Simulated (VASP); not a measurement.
# MoS2 in VASP: a series of runs

The runs below take MoS2 through work function, with LDA, PBE.

Program: VASP 6.6.1. These are calculated values, not measurements. Logs are shortened: lines on timing, memory, paths and dates and some standing lists are left out, and cuts for length are marked.

### 1 The sheet as given

The cell holds a sheet with vacuum, 3 atoms: a = 3.160 Å, b = 3.160 Å, c = 21.130 Å, α = 90.00°, β = 90.00°, γ = 120.00°.

The cell was built by a generator and needn't be a form met in nature.

### 2 Work function, LDA

Contents of INCAR:

```
PREC = Accurate ; ENCUT = 520
EDIFF = 1E-6 ; ISMEAR = -1
SIGMA = 0.05 ; LREAL = False
LASPH = True ; NELM = 60
ALGO = Fast ; ISIF = 2
LWAVE = False ; LCHARG = True
GGA = CA ; LELF = True
LVHAR = True ; LVACPOTAV = True
```

Contents of KPOINTS:

```
Automatic mesh
0
Gamma
  10 10 1
```

Contents of POSCAR:

```
MoS2
1.0
    3.1600000000      0.0000000000      0.0000000000
   -1.5800000000      2.7366402760      0.0000000000
    0.0000000000      0.0000000000     21.1300000000
S Mo
2 1
Direct
    0.6666666667      0.3333333333      0.4259346900
    0.6666666667      0.3333333333      0.5740653100
    0.3333333333      0.6666666667      0.5000000000
```

Potentials or basis: VASP PAW LDA potentials, release 64 (S, Mo_sv).

Command:

```sh
$ cat potpaw_LDA.64/S/POTCAR potpaw_LDA.64/Mo_sv/POTCAR > POTCAR
$ mpirun -np 1 vasp_std > vasp.out
```

OUTCAR:

```text
PREC = Accurate
   ENCUT = 520
   EDIFF = 1E-6
   ISMEAR = -1
   LREAL = False
   LASPH = True
   NELM = 60
   ISIF = 2
   GGA = CA

 ion  position               nearest neighbor table
   1  0.667  0.333  0.426-   3 2.40   3 2.40   3 2.40
   2  0.667  0.333  0.574-   3 2.40   3 2.40   3 2.40
   3  0.333  0.667  0.500-   1 2.40   2 2.40   1 2.40   2 2.40   1 2.40   2 2.40

  LATTYP: Found a hexagonal cell.
 ALAT       =     3.1600000000
 C/A-ratio  =     6.6867088608

  Lattice vectors:

 A1 = (   3.1600000000,   0.0000000000,   0.0000000000)
 A2 = (  -1.5800000000,   2.7366402760,   0.0000000000)
 A3 = (   0.0000000000,   0.0000000000,  21.1300000000)

Analysis of symmetry for initial positions (statically):
=====================================================================
 Subroutine PRICEL returns:
 Original cell was already a primitive cell.

 Routine SETGRP: Setting up the symmetry group for a
 hexagonal supercell.

 Subroutine GETGRP returns: Found 12 space group operations
 (whereof 12 operations were pure point group operations)
 out of a pool of 24 trial point group operations.

The static configuration has the point symmetry D_3h.

Analysis of symmetry for dynamics (positions and initial velocities):
=====================================================================
 Subroutine PRICEL returns:
 Original cell was already a primitive cell.

 Routine SETGRP: Setting up the symmetry group for a
 hexagonal supercell.

 Subroutine GETGRP returns: Found 12 space group operations
 (whereof 12 operations were pure point group operations)
 out of a pool of 24 trial point group operations.

The dynamic configuration has the point symmetry D_3h.

 Subroutine INISYM returns: Found 12 space group operations
 (whereof 12 operations are pure point group operations),
 and found     1 'primitive' translations

----------------------------------------------------------------------------------------

                                     Primitive cell

  volume of cell :     182.7277

  direct lattice vectors                    reciprocal lattice vectors
     3.160000000  0.000000000  0.000000000     0.316455696  0.182705781  0.000000000
    -1.580000000  2.736640276  0.000000000     0.000000000  0.365411563  0.000000000
     0.000000000  0.000000000 21.130000000     0.000000000  0.000000000  0.047326077

  length of vectors
     3.160000000  3.160000000 21.130000000     0.365411563  0.365411563  0.047326077

  position of ions in fractional coordinates (direct lattice)
     0.666666667  0.333333333  0.425934690
     0.666666667  0.333333333  0.574065310
     0.333333333  0.666666667  0.500000000

  ion indices of the primitive-cell ions
   primitive index   ion index
                 1           1
                 2           2
                 3           3

----------------------------------------------------------------------------------------

 KPOINTS: Automatic mesh

Automatic generation of k-mesh.
 Grid dimensions read from file:
 generate k-points for:   10   10    1

 Generating k-lattice:

  Cartesian coordinates                     Fractional coordinates (reciprocal lattice)
     0.031645570  0.018270578  0.000000000     0.100000000  0.000000000  0.000000000
     0.000000000  0.036541156  0.000000000     0.000000000  0.100000000  0.000000000
     0.000000000  0.000000000  0.047326077     0.000000000  0.000000000  1.000000000

  Length of vectors
     0.036541156  0.036541156  0.047326077

  Shift w.r.t. Gamma in fractional coordinates (k-lattice)
     0.000000000  0.000000000  0.000000000

 Subroutine IBZKPT returns following result:
 ===========================================

 Found     14 irreducible k-points:

 Following reciprocal coordinates:
            Coordinates               Weight
  0.000000  0.000000  0.000000      1.000000
  0.100000 -0.000000  0.000000      6.000000
  0.200000 -0.000000  0.000000      6.000000
  0.300000 -0.000000  0.000000      6.000000
  0.400000 -0.000000  0.000000      6.000000
  0.500000 -0.000000  0.000000      3.000000
  0.100000  0.100000  0.000000      6.000000
  0.200000  0.100000  0.000000     12.000000
  0.300000  0.100000  0.000000     12.000000
  0.400000  0.100000  0.000000     12.000000
  0.200000  0.200000  0.000000      6.000000
  0.300000  0.200000  0.000000     12.000000
  0.400000  0.200000  0.000000      6.000000
  0.300000  0.300000  0.000000      6.000000
   k-points           NKPTS =     14   k-points in BZ     NKDIM =     14   number of bands    NBANDS=     17
   number of dos      NEDOS =    301   number of ions     NIONS =      3
   total plane-waves  NPLWV =  92160
   dimension x,y,z NGX =    24 NGY =   24 NGZ =  160
   dimension x,y,z NGXF=    48 NGYF=   48 NGZF=  320
   ions per type =               2   1
   NGX,Y,Z   is equivalent  to a cutoff of  12.63, 12.63, 12.59 a.u.
   NGXF,Y,Z  is equivalent  to a cutoff of  25.25, 25.25, 25.18 a.u.
 SYSTEM =  unknown system
   PREC   = accura    normal or accurate (medium, high low for compatibility)
   ISTART =      0    job   : 0-new  1-cont  2-samecut
   ICHARG =      2    charge: 1-file 2-atom 10-const
   ISPIN  =      1    spin polarized calculation?
   LNONCOLLINEAR =      F non collinear calculations
   LSORBIT =      F    spin-orbit coupling
   LASPH  =      T    aspherical Exc in radial PAW
   ENCUT  =  520.0 eV  38.22 Ry    6.18 a.u.   5.88  5.88 39.29*2*pi/ulx,y,z
   NELM   =     60;   NELMIN=  2; NELMDL= -5     # of ELM steps
   EDIFF  = 0.1E-05   stopping-criterion for ELM
   LREAL  =      F    real-space projection
   EDIFFG = 0.1E-04   stopping-criterion for IOM
   NSW    =      0    number of steps for IOM
   IBRION =     -1    ionic relax: 0-MD 1-quasi-New 2-CG
   NFREE  =      0    steps in history (QN), initial steepest desc. (CG)
   ISIF   =      2    stress and relaxation
   ISYM   =      2    0-nonsym 1-usesym 2-fastsym
   POTIM  = 0.5000    time-step for ionic-motion
   TEBEG  =    0.0;   TEEND  =   0.0 temperature during run
   PSTRESS=    0.0 pullay stress
   NELECT =      26.0000    total number of electrons
   NUPDOWN=      -1.0000    fix difference up-down
   EMIN   =  10.00;   EMAX   =-10.00  energy-range for DOS
   EFERMI =   0.00;   METHOD = LEGACY
   ISMEAR =    -1;   SIGMA  =   0.05  broadening in eV -4-tet -1-fermi 0-gaus
   EFERMI_NEDOS =   21; number of points for ismear=-14 and -15
   IALGO  =     68    algorithm
   IMIX   =      4    mixing-type and parameters
     AMIX     =   0.40;   BMIX     =  1.00
     AMIX_MAG =   1.60;   BMIX_MAG =  1.00
  volume/ion in A,a.u.               =      60.91       411.04
  Fermi-wavevector in a.u.,A,eV,Ry     =   0.854669  1.615090  9.938495  0.730459
  Thomas-Fermi vector in A             =   1.971300
   LORBIT       =      0    0 simple, 1 ext, 2 COOP (PROOUT), +10 PAW based schemes
   GGA     = CA    functional components
   LHFCALC =     F    Hartree Fock is set to
   AEXX    =    0.0000 exact exchange contribution
   IVDW    =     0    specifies the selected vdW correction
   LEPSILON=     F    determine dielectric tensor
   LRPA    =     F    only Hartree local field effects (RPA)
 non-spin polarized calculation
 RMM-DIIS sequential band-by-band and
  energy-cutoff  :      520.00
  volume of cell :      182.73
 maximum number of plane-waves:      4940
 NGX is ok and might be reduce to    24
   NGX = 11   NGY = 11   NGZ = 79

 number of electron      26.0000000 magnetization

 Free energy of the ion-electron system (eV)
  ---------------------------------------------------
  ext. energy  EPLUGINS =         0.00000000
  ---------------------------------------------------
  free energy    TOTEN  =       -24.34049545 eV

  energy without entropy =      -24.34049544  energy(sigma->0) =      -24.34049545

 E-fermi :  -1.4985     XC(G=0):  -3.7548

 val. band max:       -2.4602811197   @ k =   0.0000   0.0000   0.0000
 cond. band min:      -0.5059263055   @ k =   0.3000   0.3000   0.0000
 fundamental gap:      1.9543548141
 Fermi energy:        -1.4985251807

 k-point     1 :       0.0000    0.0000    0.0000
  band No.  band energies     occupation
      1     -62.8626      2.00000
      2     -37.2217      2.00000
      3     -36.9735      2.00000
      4     -36.9735      2.00000
      5     -16.4570      2.00000
      6     -15.1324      2.00000
[... 9 lines left out ...]
     16       0.6932      0.00000
     17       0.6932      0.00000

 k-point     2 :       0.1000   -0.0000    0.0000
  band No.  band energies     occupation
      1     -62.8586      2.00000
      2     -37.2139      2.00000
      3     -37.0135      2.00000
      4     -36.9826      2.00000
      5     -16.3042      2.00000
      6     -15.0693      2.00000
[... 9 lines left out ...]
     16       0.5248      0.00000
     17       0.6936      0.00000

 k-point     3 :       0.2000   -0.0000    0.0000
  band No.  band energies     occupation
      1     -62.8480      2.00000
      2     -37.1934      2.00000
      3     -37.1170      2.00000
      4     -37.0063      2.00000
      5     -15.8799      2.00000
      6     -14.8949      2.00000
[... 9 lines left out ...]
     16       0.3053      0.00000
     17       1.2197      0.00000

 k-point     4 :       0.3000   -0.0000    0.0000
  band No.  band energies     occupation
      1     -62.8348      2.00000
      2     -37.2427      2.00000
      3     -37.1679      2.00000
      4     -37.0354      2.00000
      5     -15.2903      2.00000
      6     -14.6563      2.00000
[... 9 lines left out ...]
     16       0.8333      0.00000
     17       1.6695      0.00000

 k-point     5 :       0.4000   -0.0000    0.0000
  band No.  band energies     occupation
      1     -62.8242      2.00000
      2     -37.3427      2.00000
      3     -37.1472      2.00000
      4     -37.0588      2.00000
      5     -14.7323      2.00000
      6     -14.4391      2.00000
[... 9 lines left out ...]
     16       1.3236      0.00000
     17       1.9168      0.00000

 k-point     6 :       0.5000   -0.0000    0.0000
  band No.  band energies     occupation
      1     -62.8201      2.00000
      2     -37.3805      2.00000
      3     -37.1393      2.00000
      4     -37.0677      2.00000
      5     -14.4904      2.00000
      6     -14.3489      2.00000
[... 9 lines left out ...]
     16       1.4813      0.00000
     17       1.9894      0.00000

 k-point     7 :       0.1000    0.1000    0.0000
  band No.  band energies     occupation
      1     -62.8513      2.00000
      2     -37.1997      2.00000
      3     -37.0823      2.00000
      4     -37.0019      2.00000
      5     -16.0153      2.00000
      6     -14.9502      2.00000
[... 9 lines left out ...]
     16       0.2511      0.00000
     17       1.1514      0.00000

 k-point     8 :       0.2000    0.1000    0.0000
  band No.  band energies     occupation
      1     -62.8394      2.00000
      2     -37.1899      2.00000
      3     -37.1767      2.00000
      4     -37.0353      2.00000
      5     -15.5051      2.00000
      6     -14.7405      2.00000
[... 9 lines left out ...]
     16       0.3305      0.00000
     17       1.6836      0.00000

 k-point     9 :       0.3000    0.1000    0.0000
  band No.  band energies     occupation
      1     -62.8275      2.00000
      2     -37.2953      2.00000
      3     -37.1536      2.00000
      4     -37.0689      2.00000
      5     -14.9198      2.00000
      6     -14.5041      2.00000
[... 9 lines left out ...]
     16       0.8845      0.00000
     17       1.9426      0.00000

 k-point    10 :       0.4000    0.1000    0.0000
  band No.  band energies     occupation
      1     -62.8201      2.00000
      2     -37.3596      2.00000
      3     -37.1393      2.00000
      4     -37.0896      2.00000
      5     -14.5010      2.00000
      6     -14.3405      2.00000
[... 9 lines left out ...]
     16       1.3952      0.00000
     17       1.8339      0.00000

 k-point    11 :       0.2000    0.2000    0.0000
  band No.  band energies     occupation
      1     -62.8287      2.00000
      2     -37.2639      2.00000
      3     -37.1561      2.00000
      4     -37.0864      2.00000
      5     -14.9907      2.00000
      6     -14.5260      2.00000
[... 9 lines left out ...]
     16       0.4934      0.00000
     17       2.0671      0.00000

 k-point    12 :       0.3000    0.2000    0.0000
  band No.  band energies     occupation
      1     -62.8201      2.00000
      2     -37.3157      2.00000
      3     -37.1393      2.00000
      4     -37.1353      2.00000
      5     -14.5178      2.00000
      6     -14.3268      2.00000
[... 9 lines left out ...]
     16       0.7924      0.00000
     17       2.2060      0.00000

 k-point    13 :       0.4000    0.2000    0.0000
  band No.  band energies     occupation
      1     -62.8168      2.00000
      2     -37.3337      2.00000
      3     -37.1555      2.00000
      4     -37.1329      2.00000
      5     -14.3192      2.00000
      6     -14.2428      2.00000
[... 9 lines left out ...]
     16       0.9222      0.00000
     17       2.2245      0.00000

 k-point    14 :       0.3000    0.3000    0.0000
  band No.  band energies     occupation
      1     -62.8155      2.00000
      2     -37.2971      2.00000
      3     -37.2077      2.00000
      4     -37.1305      2.00000
      5     -14.2522      2.00000
      6     -14.2004      2.00000
[... 9 lines left out ...]
     16       1.0807      0.00000
     17       2.5107      0.00000

------------------------ aborting loop because EDIFF is reached ----------------------------------------

  FORCE on cell =-STRESS in cart. coord.  units (eV):
  Direction    XX          YY          ZZ          XY          YZ          ZX
  --------------------------------------------------------------------------------------
  -------------------------------------------------------------------------------------
  Total       -1.6763456     -1.6763456     -1.5446974      0.0000000      0.0000000      0.0000000
  in kB      -14.6983927    -14.6983927    -13.5440858      0.0000000      0.0000000      0.0000000
  external PRESSURE =     -14.3136238 kB  Pullay stress =       0.0000000 kB

 VOLUME and BASIS-vectors are now :
 -----------------------------------------------------------------------------
  energy-cutoff  :      520.00
  volume of cell :      182.73
      direct lattice vectors                 reciprocal lattice vectors
     3.160000000  0.000000000  0.000000000     0.316455696  0.182705781  0.000000000
    -1.580000000  2.736640276  0.000000000     0.000000000  0.365411563  0.000000000
     0.000000000  0.000000000 21.130000000     0.000000000  0.000000000  0.047326077

 POSITION                                       TOTAL-FORCE (eV/Angst)
 -----------------------------------------------------------------------------------
      1.58000      0.91221      9.00000         0.000000      0.000000      0.482512
      1.58000      0.91221     12.13000         0.000000      0.000000     -0.482512
     -0.00000      1.82443     10.56500        -0.000000      0.000000      0.000000
 -----------------------------------------------------------------------------------
    total drift:                                0.000000     -0.000000     -0.000000

  FREE ENERGIE OF THE ION-ELECTRON SYSTEM (eV)
  ---------------------------------------------------
  free  energy   TOTEN  =       -24.3404954454 eV

  energy  without entropy=      -24.3404954446  energy(sigma->0) =      -24.34049545
```

It took 51 s on 1 thread of Intel Xeon Platinum 8259CL at 2.50GHz (Skylake/Cascade Lake), shared host; peak memory 0.24 GiB.

What came out:

```yaml
Free_energy: -24.3405 eV
Largest_force: 0.483 eV/Å
Band_gap_on_the_k_mesh: 1.95 eV, indirect (least direct gap 2.01 eV)
```

Forces on the atoms (eV/Å):
```
S    0.000  0.000  0.483
S    0.000  0.000 -0.483
Mo   0.000  0.000  0.000
```

Levels at points of the mesh, in eV from the valence-band top:
```csv
k point,band 9,band 10,band 11,band 12,band 13,band 14,band 15,band 16,band 17
"(0.00, 0.00, 0.00)",-2.51,-1.76,-1.38,-1.38,0.00,2.90,2.90,3.15,3.15
"(0.50, 0.00, 0.00)",-4.01,-3.08,-1.82,-0.82,-0.56,2.40,2.90,3.94,4.45
```

### 3 Work function, PBE

Edit INCAR of step 2 so:

```diff
@@ -6,3 +6,3 @@
 LWAVE = False ; LCHARG = True
-GGA = CA ; LELF = True
+GGA = PE ; LELF = True
 LVHAR = True ; LVACPOTAV = True
```

KPOINTS is that of step 2.

POSCAR is that of step 2.

Potentials or basis: VASP PAW PBE potentials, release 64 (S, Mo_sv).

Command:

```sh
$ cat potpaw_PBE.64/S/POTCAR potpaw_PBE.64/Mo_sv/POTCAR > POTCAR
$ mpirun -np 1 vasp_std > vasp.out
```

OUTCAR:

```text
PREC = Accurate
   ENCUT = 520
   EDIFF = 1E-6
   ISMEAR = -1
   LREAL = False
   LASPH = True
   NELM = 60
   ISIF = 2
   GGA = PE

 ion  position               nearest neighbor table
   1  0.667  0.333  0.426-   3 2.40   3 2.40   3 2.40
   2  0.667  0.333  0.574-   3 2.40   3 2.40   3 2.40
   3  0.333  0.667  0.500-   1 2.40   2 2.40   1 2.40   2 2.40   1 2.40   2 2.40

  LATTYP: Found a hexagonal cell.
 ALAT       =     3.1600000000
 C/A-ratio  =     6.6867088608

[... 461 lines left out ...]

  FORCE on cell =-STRESS in cart. coord.  units (eV):
  Direction    XX          YY          ZZ          XY          YZ          ZX
  --------------------------------------------------------------------------------------
  -------------------------------------------------------------------------------------
  Total        0.7905128      0.7905128      0.2887955      0.0000000      0.0000000      0.0000000
  in kB        6.9313084      6.9313084      2.5321929      0.0000000      0.0000000      0.0000000
  external PRESSURE =       5.4649365 kB  Pullay stress =       0.0000000 kB

 VOLUME and BASIS-vectors are now :
 -----------------------------------------------------------------------------
  energy-cutoff  :      520.00
  volume of cell :      182.73
      direct lattice vectors                 reciprocal lattice vectors
     3.160000000  0.000000000  0.000000000     0.316455696  0.182705781  0.000000000
    -1.580000000  2.736640276  0.000000000     0.000000000  0.365411563  0.000000000
     0.000000000  0.000000000 21.130000000     0.000000000  0.000000000  0.047326077

 POSITION                                       TOTAL-FORCE (eV/Angst)
 -----------------------------------------------------------------------------------
      1.58000      0.91221      9.00000        -0.000000      0.000000     -0.099245
      1.58000      0.91221     12.13000        -0.000000     -0.000000      0.099245
     -0.00000      1.82443     10.56500         0.000000     -0.000000      0.000000
 -----------------------------------------------------------------------------------
    total drift:                                0.000000     -0.000000     -0.000000

  FREE ENERGIE OF THE ION-ELECTRON SYSTEM (eV)
  ---------------------------------------------------
  free  energy   TOTEN  =       -21.8468395334 eV

  energy  without entropy=      -21.8468395326  energy(sigma->0) =      -21.84683953
```

Wall time 56 s (1 thread of Intel Xeon Platinum 8259CL at 2.50GHz (Skylake/Cascade Lake), shared host); peak memory 0.29 GiB.

What came out:

```yaml
Free_energy: -21.8468 eV
Largest_force: 0.099 eV/Å
Band_gap_on_the_k_mesh: 1.96 eV, indirect (least direct gap 2.01 eV)
```

Forces in eV/Å, atoms in the order of the input:
```
S    0.000  0.000 -0.099
S    0.000  0.000  0.099
Mo   0.000  0.000  0.000
```

Levels at points of the mesh, in eV from the valence-band top:
| k point | band 10 | band 11 | band 12 | band 13 | band 14 | band 15 | band 16 | band 17 |
| --- | --- | --- | --- | --- | --- | --- | --- | --- |
| (0.00, 0.00, 0.00) | -1.77 | -1.40 | -1.40 | 0.00 | 2.89 | 2.89 | 3.13 | 3.13 |
| (0.50, 0.00, 0.00) | -3.09 | -1.86 | -0.86 | -0.58 | 2.40 | 2.90 | 3.99 | 4.43 |

PBE gaps usually lie below the measured ones, often by a third to a half.

(Part 1 of 2 ends here.)
